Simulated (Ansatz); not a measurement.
Molecular dynamics on a 2×2×1 supercell (16 atoms) of CaSe (NiAs type), relaxed with r2SCAN. Forces come from PBE in the PAW code Ansatz: a Langevin thermostat at fixed volume, 600 K, steps of 1 fs. Computed, non-magnetic; the trajectory is short and the cell small, so nothing here is a converged average. The structure comes from a prototype and may be hypothetical.

```yaml
crystal:
  lattice:
    - [8.2633643626, 0.0, 0.0]
    - [-4.1316821813, 7.1562834587, 0.0]
    - [0.0, 0.0, 7.1625031895]
  atoms:
    - { symbol: Ca, position: [0.0, 0.0, 0.0] }
    - { symbol: Ca, position: [0.0, 0.0, 0.5] }
    - { symbol: Se, position: [0.1666666667, 0.3333333333, 0.25] }
    - { symbol: Se, position: [0.3333333333, 0.1666666667, 0.75] }
    - { symbol: Ca, position: [0.0, 0.5, 0.0] }
    - { symbol: Ca, position: [0.0, 0.5, 0.5] }
    - { symbol: Se, position: [0.1666666667, 0.8333333333, 0.25] }
    - { symbol: Se, position: [0.3333333333, 0.6666666667, 0.75] }
    - { symbol: Ca, position: [0.5, 0.0, 0.0] }
    - { symbol: Ca, position: [0.5, 0.0, 0.5] }
    - { symbol: Se, position: [0.6666666667, 0.3333333333, 0.25] }
    - { symbol: Se, position: [0.8333333333, 0.1666666667, 0.75] }
    - { symbol: Ca, position: [0.5, 0.5, 0.0] }
    - { symbol: Ca, position: [0.5, 0.5, 0.5] }
    - { symbol: Se, position: [0.6666666667, 0.8333333333, 0.25] }
    - { symbol: Se, position: [0.8333333333, 0.6666666667, 0.75] }
kpoints:
  mp_grid: { grid: [3, 3, 3] }
hamiltonian:
  xc: pbe
scf:
  occupations: { method: fermi_dirac, width: 0.052 }
md:
  ensemble: nvt_langevin
  temperature: 600
  timestep: 1.0
  n_steps: 40
  initial_velocities: maxwell_boltzmann
  seed: 6321
```

Run as `ansatz run input.yaml --threads 4 --pin off --max-ram 3686MiB --backend cpu --events-out ev --progress --plain --runs-dir out`. It ended after 7.6 min on 4 threads of Arm Neoverse V2, on a shared host, load about 0.2 per core; peak host memory 1.9 GiB.

```
step  t (fs)  T (K)  free energy F from step 0 (meV/atom)  kinetic energy (meV/atom)  largest force (eV/Å)
   0       0    562                                   0.0                       72.7                  0.00
   1       1    586                                   0.1                       75.8                  0.06
   2       2    587                                   0.3                       75.8                  0.11
   3       3    611                                   0.6                       79.0                  0.17
   4       4    622                                   1.1                       80.5                  0.23
   5       5    604                                   1.7                       78.1                  0.29
   6       6    578                                   2.4                       74.7                  0.35
   7       7    554                                   3.3                       71.6                  0.40
   8       8    554                                   4.2                       71.6                  0.46
   9       9    538                                   5.3                       69.6                  0.51
  10      10    534                                   6.4                       69.0                  0.57
  11      11    553                                   7.7                       71.5                  0.62
  12      12    594                                   9.1                       76.7                  0.68
  13      13    608                                  10.7                       78.6                  0.72
  14      14    583                                  12.3                       75.4                  0.77
  15      15    560                                  14.0                       72.4                  0.83
  16      16    530                                  15.7                       68.5                  0.88
  17      17    536                                  17.5                       69.3                  0.93
  18      18    530                                  19.4                       68.5                  0.97
  19      19    534                                  21.4                       69.0                  1.02
  20      20    502                                  23.4                       64.9                  1.08
  21      21    496                                  25.5                       64.1                  1.13
  22      22    503                                  27.7                       65.0                  1.19
  23      23    500                                  30.0                       64.6                  1.25
  24      24    498                                  32.4                       64.4                  1.31
  25      25    437                                  34.8                       56.5                  1.37
  26      26    438                                  37.3                       56.7                  1.44
  27      27    427                                  39.8                       55.2                  1.51
  28      28    447                                  42.4                       57.8                  1.57
  29      29    392                                  45.0                       50.6                  1.64
  30      30    377                                  47.4                       48.7                  1.69
  31      31    348                                  49.6                       45.0                  1.73
  32      32    336                                  51.7                       43.5                  1.78
  33      33    318                                  53.7                       41.0                  1.82
  34      34    315                                  55.7                       40.7                  1.85
  35      35    287                                  57.5                       37.1                  1.88
  36      36    253                                  59.2                       32.7                  1.90
  37      37    236                                  60.7                       30.5                  1.91
  38      38    237                                  62.3                       30.7                  1.93
```

The temperature starts at 562 K, is lowest at step 37 (236 K, 37 fs) and ends at 237 K. The thermostat hasn't had time to restore it. The atoms start on their lattice sites with kinetic energy alone, so much of it first passes into potential energy. By the last step the atoms have moved 0.16 Å in the root mean square, the drift of the whole cell taken out, 0.30 Å at most. The job's limit cut the run after 38 of 40 steps.

Positions (Å) and forces (eV/Å) at step 38:
```
Ca   0.078   0.171   0.019    -0.349  -0.734  -0.054
Ca  -0.021   0.088   3.512     0.221  -0.399   0.661
Se  -0.020   2.381   1.800     0.299   0.524  -0.247
Se   1.982   1.210   5.379     0.710   0.143  -0.312
Ca  -2.099   3.567  -0.103     0.275   0.050  -0.064
Ca  -2.238   3.443   3.367     0.858   0.748   1.554
Se  -2.180   5.901   1.863     0.526   0.285  -0.301
Se  -0.028   4.741   5.390     0.110   0.206  -0.174
Ca   3.973  -0.072   0.030     0.460  -0.001  -0.187
Ca   4.241   0.001   3.542    -0.457  -0.032   0.572
Se   4.322   2.337   1.731    -1.666  -0.402  -0.537
Se   6.349   1.169   5.409    -0.865   0.112  -0.245
Ca   2.134   3.571  -0.125    -0.007   0.340   0.465
Ca   1.894   3.595   3.540     0.527   0.239   0.061
Se   2.107   6.168   1.871    -0.252  -0.950  -0.607
Se   4.209   4.836   5.466    -0.390  -0.131  -0.585
```
